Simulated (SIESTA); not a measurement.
**TiO2 (Anatase) in SIESTA: the effect of functional**

TiO2 (Anatase):

```
Ti O
1.0
    -1.89210    1.89210    4.75730
     1.89210   -1.89210    4.75730
     1.89210    1.89210   -4.75730
Ti O
2 4
Direct
  0.75000 0.25000 0.50000
  0.00000 0.00000 0.00000
  0.79190 0.79190 0.00000
  0.54190 0.04190 0.50000
  0.95810 0.45810 0.50000
  0.20810 0.20810 0.00000
```

Alike in all runs:

| Quantity | Value |
| --- | --- |
| Program | SIESTA 5.4.2 |
| Task | band structure |
| Basis | DZP (energy shift 0.003 Ry; two zetas on semicore shells) |
| Grid cutoff | 800 Ry |
| Energy shift | 0.003 Ry |
| k mesh | 10 × 10 × 10 |
| Occupations | fermi-dirac, width 0.05 eV |
| Spin | no spin polarisation |

```csv
functional,potentials or basis,gap on the mesh (eV),pressure (GPa),largest force (eV/Å)
AM05,PseudoDojo 0.4 standard (PBEsol files),1.97,3.4,0.06
BLYP,PseudoDojo 0.4 standard (PBE files),?,?,?
vdW-DF-cx,PseudoDojo 0.4 standard (PBE files),2.01,4.4,0.18
```

Problem. What does the run with functional BLYP give?

Solution. gap on the mesh 2.02 eV; pressure 14.9 GPa; largest force 0.31 eV/Å.

Caveats: the potentials were made for another functional, which shifts forces and pressure; the basis of atomic orbitals isn't converged, which shifts pressures, moduli and gaps.

